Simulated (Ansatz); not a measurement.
**SnO2 — field gradients at the nuclei**

The cell is a Materials Project structure (computed, not necessarily an observed phase) whose atoms were relaxed with PBE, the cell held.

```yaml
crystal:
  lattice:
    - [4.78800, 0.00000, 0.00000]
    - [0.00000, 4.86658, 0.00000]
    - [0.00000, 0.00000, 3.24090]
  atoms:
    - { symbol: Sn, position: [0.50000, 0.50000, 0.50000] }
    - { symbol: Sn, position: [0.00000, 0.00000, 0.00000] }
    - { symbol: O, position: [0.30417, 0.30890, 0.00000] }
    - { symbol: O, position: [0.80417, 0.19110, 0.50000] }
    - { symbol: O, position: [0.19583, 0.80890, 0.50000] }
    - { symbol: O, position: [0.69583, 0.69110, 0.00000] }
```

Atoms are numbered from 1 in the order listed; like atoms form one site, named after its first atom.

Computed with Ansatz: DFT, PBE, plane waves and PAW, scalar-relativistic, 420 eV cutoff, Γ-centred 7×7×10 k-points, Fermi–Dirac smearing 0.01 eV.

V_zz is the principal component of the electric field gradient with the largest magnitude, η = (V_xx − V_yy)/V_zz and C_Q = eQV_zz/h.

17O: I = 5/2, Q = -25.58 mb. Q values from Pyykkö, Mol. Phys. 116, 1328 (2018).

| site | atoms (order as listed) | first shell | V_zz (10²¹ V/m²) | η | C_Q (MHz) |
| --- | --- | --- | --- | --- | --- |
| Sn | 1, 2 | 6 O at 2.09 Å | -5.11 | 0.89 | – |
| O | 3, 4, 5, 6 | 3 Sn at 2.09 Å | -11.26 | 0.13 | 6.96 |

At O V_zz stands upright on the plane through its three neighbours (within 1°).

Sn has no stable isotope with a ground-state quadrupole moment in the table, so no C_Q is given.

Without spin–orbit coupling (the program notes it for Sn) the gradients can shift somewhat, as the gap is small.

The relaxation (4 steps) took 1.7 min of wall time (1.7 min of CPU time) and 0.51 GiB at its peak, on 1 thread of Arm Neoverse N1 (aarch64; 36 cores open to the job, memory cap 3.0 GiB, no GPU), a shared host with a load of 0.8 a core.
